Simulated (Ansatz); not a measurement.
Bi, hcp: how the functional moves the structure

All rows: Ansatz, plane waves with scalar-relativistic PAW, 420 eV (500 eV for the SCAN forms), relaxed under each functional, no dispersion correction, no zero-point motion. B₀ comes from uniform scaling at fixed shape; a dash is a value not given.

```
functional  V (Å³/atom)                                    cell  B₀ (GPa)     magnetic state  ΔE to A7 rhombohedral (meV/atom)
       PBE        31.63  a = 3.542 Å, c = 5.823 Å (c/a = 1.644)        53  spin not included                               139
    r²SCAN        31.17  a = 3.524 Å, c = 5.798 Å (c/a = 1.645)        56  spin not included                               255
    PBEsol        30.06  a = 3.485 Å, c = 5.715 Å (c/a = 1.640)        61  spin not included                                92
       LDA        29.38  a = 3.459 Å, c = 5.670 Å (c/a = 1.639)        65  spin not included                               109
    revPBE        32.27  a = 3.565 Å, c = 5.865 Å (c/a = 1.645)        50  spin not included                               157
      RPBE        32.52  a = 3.574 Å, c = 5.881 Å (c/a = 1.646)        48  spin not included                               166
      BLYP        34.29  a = 3.627 Å, c = 6.020 Å (c/a = 1.660)        41  spin not included                               321
```

LDA gives the smallest volume and BLYP the largest.
